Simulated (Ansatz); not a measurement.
# Zone-centre phonons of KF at 1 GPa: input and output

The calculation used Ansatz, DFT PBEsol, scalar-relativistic, plane waves, PAW.

Launched with:
```bash
ansatz run input.yaml --threads 1 --pin off --max-ram 1228MiB --backend cpu --events-out ev --progress --plain --runs-dir out
```

Input (bare energies are in eV):
```yaml
crystal:
  lattice:
    - [0.0, 2.6286265582, 2.6286265582]
    - [2.6286265582, 0.0, 2.6286265582]
    - [2.6286265582, 2.6286265582, 0.0]
  atoms:
    - { symbol: K, position: [0.0, 0.0, 0.0] }
    - { symbol: F, position: [0.5, 0.5, 0.5] }
basis:
  ecutwfc: 420
kpoints:
  mp_grid: { grid: [8, 8, 8] }
hamiltonian:
  xc: pbesol
scf:
  occupations: { method: fixed }
output:
  eigenvalues: true
phonons:
  method: dfpt
  dielectric: true
  rigid_motions: translations
  eigenvectors: true
```

Results section of the output:
```
--- Phonons (Γ-DFPT): 2 representative perturbations + reference, on 59 of 512 k-points (Σ response iterations 7) ---
  k mesh reduced under 8 symmetry operations, with k and −k counted as one. Each operation leaves every solved perturbation unchanged. A smaller set is not considered because the run solves the response ...
  ASR residual: 3.360e-4 → 0.000e0 eV/Å²; symmetrization residual: 1.326e-6 eV/Å²
  ASR residual per site (eV/Å²): 9.81e-5 3.36e-4
  Γ frequencies (cm⁻¹): 0.00 0.00 0.00 193.03 193.03 193.03
  ε∞ (high-frequency dielectric tensor):
        2.042469    -0.000000    -0.000000
        0.000000     2.042469    -0.000000
        0.000000     0.000000     2.042469
  ε⁰ (static dielectric tensor: ions relaxed, cell fixed):
        5.774296    -0.000000    -0.000000
        0.000000     5.774296     0.000000
       -0.000000     0.000000     5.774296
  ε⁰ − ε∞ (ionic part):
        3.731827     0.000000    -0.000000
        0.000000     3.731827     0.000000
       -0.000000     0.000000     3.731827
  softest optical mode at Γ: 193.03 cm⁻¹; the repairs (sum rule, projections) moved no ω² at Γ by more than (2.22 cm⁻¹)²
  Born effective charges Z* (e; rows j = field, columns β = displacement):
    site 0:
         1.14562    0.00000   -0.00000
         0.00000    1.14562    0.00000
         0.00000   -0.00000    1.14562
    site 1:
        -1.14562   -0.00000    0.00000
         0.00000   -1.14562   -0.00000
         0.00000    0.00000   -1.14562
  Z* charge neutrality: 1.552e-5 e pre-enforcement
  k-mesh period / interband length: 29.7 Å / 0.86 Å = 34.71 at k = (0.0000, 0.0000, 0.0000), direct gap 6.298 eV — 14 or more, which is no proof of convergence
  optical modes at Γ without the LO–TO term, one row a degenerate level:
      ω (cm⁻¹) modes IR ((D/Å)²/amu)
        193.03      3             7.1046
  optical modes at Γ + LO–TO along q̂ = [1.0000, 0.0000, 0.0000]:
      ω (cm⁻¹) modes IR ((D/Å)²/amu)
        193.03      2             4.7364
        324.56      1             2.3682
  optical modes at Γ + LO–TO along q̂ = [0.0000, 1.0000, 0.0000]:
      ω (cm⁻¹) modes IR ((D/Å)²/amu)
        193.03      2             4.7364
        324.56      1             2.3682
  optical modes at Γ + LO–TO along q̂ = [0.0000, 0.0000, 1.0000]:
      ω (cm⁻¹) modes IR ((D/Å)²/amu)
        193.03      2             4.7364
        324.56      1             2.3682
```

The run took 23 s on 1 thread of Arm Neoverse N1, with other jobs on the host, peak memory 0.42 GiB.